Aluminium and copper are simple crystals, with one atom in the repeating cell and no polar bonds. It seems natural that a density functional should get their stiffness right before it gets that of boron nitride or zinc sulphide. The table shows the reverse. AM05 makes both metals more than 10% too stiff, while the tetrahedrally bonded crystals, apart from germanium, lie within about 5% of the measured values.

GPAW 26.7.0, AM05 with plane waves, for eleven crystals, without spin polarization or spin-orbit coupling and with Fermi-Dirac smearing of 0.05 eV. Each computed bulk modulus comes from a fit to the energies at seven volumes, 0.94 to 1.06 times that of the given cell, and belongs to the fitted volume of lowest energy.

| formula | space group | volume of the given cell (Å³/atom) | potentials or basis | wave cutoff (eV) | k-mesh | computed bulk modulus (GPa) | measured bulk modulus (GPa) | what was measured, and how | computed over measured, less one (%) |
| --- | --- | --- | --- | --- | --- | --- | --- | --- | --- |
| PbS | Fm-3m | 26.09 | PAW data sets made by gpaw setup for the functional | 600 | 6x6x6 | 55.1 | 51 | b0 from Birch-Murnaghan EOS fit; angle-dispersive powder XRD in DAC; powder | 8.0 |
| Ge | Fd-3m | 22.64 | PAW data sets made by gpaw setup for the functional | 600 | 8x8x8 | 65.6 | 75.8 | bulk modulus of bulk Ge; not stated; bulk crystal | -13.5 |
| Al | Fm-3m | 16.60 | PAW data sets made by gpaw setup for the functional | 600 | 11x11x11 | 87.5 | 76.9 | bulk modulus; literature experiment; bulk crystal | 13.8 |
| ZnS | F-43m | 19.73 | PAW data sets made by gpaw setup for the functional | 600 | 7x7x7 | 76 | 76.9 | B0; experimental value quoted from literature; bulk crystal | -1.2 |
| GaP | F-43m | 20.24 | PAW data sets made by gpaw setup for the functional | 600 | 8x8x8 | 85.4 | 87.5 | zero-pressure bulk modulus, 3rd-order Birch-Murnaghan fit with K' fixed at 4.5; single-crystal XRD in diamond anvil cell; bulk crystal | -2.4 |
| Cu | Fm-3m | 11.81 | PAW data sets made by gpaw setup for the functional | 600 | 13x13x13 | 162.1 | 139 | from linear fit of volume against pressure, 5 to 33 MPa; synchrotron powder XRD under pressure; powder | 16.6 |
| BAs | F-43m | 13.63 | PAW data sets made by gpaw setup for the functional | 800 | 8x8x8 | 140.5 | 148 | literature experimental value; not stated; bulk crystal | -5.1 |
| BP | F-43m | 11.68 | PAW data sets made by gpaw setup for the functional | 800 | 10x10x10 | 169 | 174 | B0, Murnaghan EOS fit with V0 fixed at 93.45 A^3; XRD in diamond anvil cell; powder | -2.9 |
| SiC | F-43m | 10.35 | PAW data sets made by gpaw setup for the functional | 800 | 10x10x10 | 220.8 | 225 | bulk modulus B; quoted earlier experiment; bulk crystal | -1.9 |
| BN | F-43m | 5.96 | PAW data sets made by gpaw setup for the functional | 800 | 10x10x10 | 386.9 | 395 | isothermal B0, Vinet fit; equation-of-state measurement; bulk crystal | -2.1 |
| C | Fd-3m | 5.67 | PAW data sets made by gpaw setup for the functional | 800 | 10x10x10 | 452.2 | 442 | B0 from ultrasound; ultrasonic measurement; bulk crystal | 2.3 |

The cause of the metals' error is mostly a matter of where on the energy curve the stiffness is read. The bulk modulus B is the pressure needed per relative loss of volume. The computed values in the table belong to the volume at which the calculation itself finds the lowest energy, not to the volume of the given cell. For copper that preferred volume is 3.2% smaller than the given one, and for aluminium it is 2.8% smaller.

**Why a small volume error becomes a large stiffness error**

Squeezing a crystal brings its atoms into the steep part of their mutual repulsion, so each further step of compression costs more. A coil spring that hardens as its turns close up behaves in the same way: its stiffness has no single value until its length is stated. The likeness ends there, because a spring is delivered with its rest length, whereas the rest volume of a crystal is itself a result of the functional. An error in that volume is passed on to the stiffness.

The size follows from one number, B′, the rise of B per unit of pressure. A small change of volume dV changes the pressure by −B·dV/V, and hence changes B by −B′·B·dV/V. If B′ is taken as constant, this adds up to B(V) = B₀·(V₀/V)^B′, where V₀ and B₀ are the preferred volume and the modulus there. In these crystals B′ lies between about 3.5 and 5.2, so one percent of volume is worth roughly four to five percent of stiffness.

For copper the steps are short. The preferred volume is 0.968 of the given one, B′ is 5.16 and B₀ is 162 GPa. The modulus at the given cell should then be 162 × 0.968^5.16, or about 137 GPa, close to the measured 139 GPa.

The same runs also recorded the pressure at each volume, which gives the modulus at the given cell directly, as the slope of pressure across it. The formula agrees with that slope to within about 1% in all eleven crystals, as the printed output below shows. This shows that the formula is good enough for volume shifts of this size. It does not show that either modulus is right, since both come from the same calculations.

**Not all of the contraction is the functional's fault**

The calculation describes atoms at rest. Real atoms vibrate, even at absolute zero, and in most crystals this pushes them apart. Heat alone expands aluminium and copper by roughly one percent in volume up to room temperature, a recalled figure that is good only as a size. By the rule above, this is worth some five percent of stiffness, a sizeable part of the metals' excess.

The given cells of both metals are close to the measured ones. Reading the modulus there therefore does two things at once: it removes the functional's own error in volume, and it puts the missing expansion in by hand. Aluminium then comes within 1% of its measured value and copper within 2%. These runs cannot divide the improvement between the two causes, so the good agreement is no certificate for AM05 in metals.

**Why the same remedy fails for most tetrahedral crystals**

If volume were the only trouble, the given cell would be the better choice throughout. In fact only five of the eleven crystals move closer to the measured value. The mean size of the error falls from 6.3% to 4.9%, because the worst cases improve, but the median doubles from 2.9% to 6.0%. A typical crystal in this table is served better by its own volume. Lead sulphide is among the five that gain, but its run leaves out spin-orbit coupling and has the coarsest mesh, so its gain should carry little weight.

The reason is a second error, which in several crystals the first one had hidden. Held at the given cell, seven of the eight tetrahedral crystals are too soft, though silicon carbide by less than 1%. In zinc sulphide, boron phosphide and boron nitride the calculation also prefers too small a volume, which stiffens the crystal and nearly makes up for the softness. Correcting the volume takes away this compensation and leaves errors of 7 to 9%.

Gallium phosphide shows the same bargain with the signs exchanged. Its preferred volume is 2% too large, which softens a crystal that is 7% too stiff at the given cell, and the two errors almost cancel. The number of bands in this run suggests that the 3d electrons of gallium were kept fixed as in the free atom, and the effect of that was not tested, so the exchanged signs need not be the functional's doing. Why the error at fixed volume differs from crystal to crystal is not settled by these numbers. Besides the functional, the data sets for the atoms, the direct effect of vibration on the stiffness and the measured values themselves may each have a share.

The given cell must also deserve its trust. For boron phosphide it does: eight atoms fill 93.44 Å³, against 93.45 Å³ in the measurement used as reference. The cell of boron nitride, as far as I recall, is about one percent larger than the measured one. Up to four points of its 9% error at the given cell may therefore come from the cell and not from the functional.

**Germanium needs more than a better volume**

Germanium is 13.5% too soft at its own volume, which is 1.7% larger than the given one. Moving to the given cell halves the error and leaves 7%. Near the preferred volume the computed band gap closes, although real germanium is a semiconductor, a well-known failing of functionals of this kind. The calculation also keeps the 3d electrons fixed as in the free atom. At the given cell a small gap is still open, yet the crystal is too soft there as well, so the closing of the gap cannot be the whole cause. The effect of the fixed 3d electrons was not tested, and the reference value comes without a stated method.

**What this means for a given purpose**

For a rough survey of stiff tetrahedral materials, the modulus at the preferred volume is good enough. It separates diamond from silicon carbide without any doubt. It should not be used to rank crystals that differ by a few percent, since the measurements found for boron phosphide alone run from 173 to 179 GPa, and the convergence of the results with cutoff and mesh was not tested.

Comparing a metal with a non-metal is riskier, because their errors mostly have opposite signs here; only lead sulphide and diamond come out too stiff as the metals do. At the preferred volumes copper comes out 22 GPa stiffer than boron arsenide, whereas the measurements make it 9 GPa softer. At the given cells the order is right, though the computed difference is only about 3 GPa. Aluminium and gallium phosphide are interchanged in the same way, and the given cells put them right too.



**What to do, and what it costs**

Compare the preferred volume with a measured one before quoting a bulk modulus. Multiply the difference in percent by B′, and you have the approximate change in stiffness, also for a crystal outside this table. Whether that change is an improvement has to be learned from similar crystals with known values. Here it is one for both metals, but two metals are a thin basis for a rule.

The correction is free once an energy curve exists, because the formula needs only the measured volume and quantities that the fit already provides. Each curve here took seven volumes. If a trustworthy cell is known from the start, two pressure calculations, one on either side of it, give the slope, for roughly a third of the work. For a crystal that nobody has measured this short cut is closed, and the preferred volume is all there is.

Do not take the gap between the two moduli as an error bar. The measured value lies between them in only three of the eleven crystals. Quote one modulus, state the volume it belongs to, and take its uncertainty from measured relatives of the same bonding type.

The analysis program printed:

```
Bulk modulus at own volume and at the given cell:
  row  own volume against given cell (%)  pressure derivative of B  B at given cell from pressures (GPa)  B at given cell estimated from own-volume B (GPa)  error at own volume (%)  error at given cell (%)
  PbS                             -0.975                     3.527                                 53.53                                              53.23                        8                    4.954
   Ge                              1.661                     5.153                                 70.59                                              71.41                    -13.5                   -6.873
   Al                             -2.833                     4.356                                 77.23                                               77.2                     13.8                   0.4347
  ZnS                             -1.684                     4.418                                 70.62                                              70.51                     -1.2                   -8.167
  GaP                              2.069                     4.581                                 93.88                                               93.8                     -2.4                    7.286
   Cu                             -3.192                     5.163                                 136.6                                              137.1                     16.6                    -1.75
  BAs                            -0.2906                     4.151                                 139.1                                              138.8                     -5.1                   -5.993
   BP                             -1.126                     3.839                                 161.8                                              161.8                     -2.9                   -6.983
  SiC                             0.3143                     3.984                                 224.4                                              223.6                     -1.9                  -0.2541
   BN                             -1.864                     3.821                                 359.7                                              360.1                     -2.1                   -8.938
    C                             -1.268                     3.722                                 430.6                                              431.2                      2.3                   -2.579
Largest gap between estimate and pressure slope (%): 1.164
Mean size of error at own volume (%): 6.345
Mean size of error at given cell (%): 4.928
Median size of error at own volume (%): 2.9
Median size of error at given cell (%): 5.993
Rows closer to the measured value at the given cell (count of 11): 5
Rows whose measured value lies between the two results (count of 11): 3
Lowest error at own volume, tetrahedral rows without Ge (%): -5.1
Highest error at own volume, tetrahedral rows without Ge (%): 2.3
Tetrahedral rows too soft at the given cell (count of 8): 7
Al less GaP, computed at own volume (GPa): 2.1
Al less GaP, computed at given cell (GPa): -16.64
Al less GaP, measured (GPa): -10.6
Cu less BAs, computed at own volume (GPa): 21.6
Cu less BAs, computed at given cell (GPa): -2.564
Cu less BAs, measured (GPa): -9
Given BP cell of eight atoms (A^3): 93.44
Stress in Cu for 0.1% volume misfit, B at own volume (MPa): 162.1
Stress in Cu for 0.1% volume misfit, measured B (MPa): 139
```
